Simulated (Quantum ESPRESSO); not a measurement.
The system is KBr.

```
Br K
1.0
     0.00000    3.30000    3.30000
     3.30000    0.00000    3.30000
     3.30000    3.30000    0.00000
Br K
1 1
Direct
  0.50000 0.50000 0.50000
  0.00000 0.00000 0.00000
```

Base run:

| Quantity | Value |
| --- | --- |
| Program | Quantum ESPRESSO 7.5 |
| Functional | AM05 |
| Potentials or basis | PseudoDojo 0.4.1 SR PBE standard |
| Cutoff | 1007 eV |
| Density cutoff | 4027 eV |
| k mesh | 6 × 6 × 6, shifted |
| Occupations | fermi-dirac, width 0.05 eV |
| Spin | no spin polarisation |

Its results: pressure 0.4 GPa; electronic dielectric tensor (diagonal) 2.55.

After a change of settings the same cell gave: pressure -1.7 GPa; electronic dielectric tensor (diagonal) 2.63. Which change was it?
A. functional from AM05 to PBEsol; potentials or basis from PseudoDojo 0.4.1 SR PBE standard to PseudoDojo 0.4.1 SR PBEsol standard
B. functional from AM05 to LDA; potentials or basis from PseudoDojo 0.4.1 SR PBE standard to PseudoDojo 0.4.1 SR LDA standard; cutoff from 1007 eV to 980 eV; density cutoff from 4027 eV to 3918 eV
C. functional from AM05 to PBE
D. functional from AM05 to BLYP

B.

Caveats: the potentials were made for another functional, which shifts forces and pressure (some runs).
